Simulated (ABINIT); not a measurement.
The system is ZrC.

```
Zr C
1.0
     0.00000    2.36500    2.36500
     2.36500    0.00000    2.36500
     2.36500    2.36500    0.00000
Zr C
1 1
Direct
  0.50000 0.50000 0.50000
  0.00000 0.00000 0.00000
```

* Program: ABINIT 10.8.3 (patched build)
* Task: relaxation of cell and atoms
* Functional: PBEsol
* Potentials or basis: PseudoDojo NC SR PBEsol v0.4.1 standard
* Cutoff: 1116 eV
* k mesh: 8 × 8 × 8
* Occupations: fermi-dirac, width 0.05 eV
* Spin: no spin polarisation

At the start: pressure -8.2 GPa; volume 13.23 Å³/atom.

Q: Where does the relaxation end?

A: Over 4 steps the energy falls by 13.0 meV/atom and the volume is 12.74 Å³/atom (-3.7 %); space group Fm-3m (No. 225, to 0.05 Å).

The path:
```
step  energy change (eV)  largest force (eV/Å)  pressure (GPa)  volume (Å³)
   1              0.0000                0.0000           -8.25        26.46
   2             -0.0232                0.0000           -2.86        25.79
   3             -0.0261                0.0000            0.14        25.46
   4             -0.0261                0.0000            0.00        25.48
```

Final structure:
```yaml
crystal:
  lattice:
    - [0.00000, 2.33541, 2.33541]
    - [2.33541, 0.00000, 2.33541]
    - [2.33541, 2.33541, 0.00000]
  atoms:
    - { symbol: Zr, position: [0.50000, 0.50000, 0.50000] }
    - { symbol: C, position: [0.00000, 0.00000, 0.00000] }
```
